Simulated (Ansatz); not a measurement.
A run of Ansatz 0.2.0 is set up as follows.

The input input.yaml:

```yaml
crystal:
  lattice:
    - [1.4730471633, 0.8504641763, 7.20465]
    - [-1.4730471633, 0.8504641763, 7.20465]
    - [0.0, -1.7009283525, 7.20465]
  atoms:
    - { symbol: Ag, position: [0.222281, 0.222281, 0.222281] }
    - { symbol: Ag, position: [0.777719, 0.777719, 0.777719] }
    - { symbol: Ag, position: [0.0, 0.0, 0.0] }
hamiltonian:
  xc: pbesol
  pseudopotentials: { kind: paw_fr }
magnetization:
  noncollinear: true
  spin_orbit: true
kpoints:
  mp_grid: { grid: [10, 10, 10] }
  band_path:
    path:
      - [[0.0, 0.0, 0.0], [0.5, 0.0, 0.0], [0.5, 0.1759562239, -0.1759562239]]
      - [[0.8240437761, 0.5, 0.1759562239], [0.5, 0.5, 0.5], [0.0, 0.0, 0.0], [0.337978112, 0.0, -0.337978112]]
      - [[0.662021888, 0.337978112, 0.0], [0.5, 0.5, 0.0], [0.662021888, 0.662021888, 0.1759562239], [0.5, 0.5, 0.5]]
      - [[0.5, 0.0, 0.0], [0.8240437761, 0.337978112, 0.337978112]]
    npoints: 14
scf:
  occupations: { method: fermi_dirac, width: 0.05 }
  n_extra_bands: 7
output:
  forces: true
  stress: true
  eigenvalues: true
  fatbands: false
  write_density: true
  write_potential: true
  elf: true
  volumetric_format: npy
```

Potentials or basis: Ansatz PAW.

Command:

```console
$ ansatz run input.yaml --threads 2 --pin off --max-ram 5632MiB --backend cpu --events-out ev --progress --plain --runs-dir out
```

(1) Estimate the pressure.

(2) Predict the band gap on the k mesh.

## Answers

(1) -7.4 GPa.

(2) none (metal or under the smearing width).

Caveat: the PAW data sets come from PBE, with cores solved anew for the run's functional, which leaves a small shift of forces and pressure.
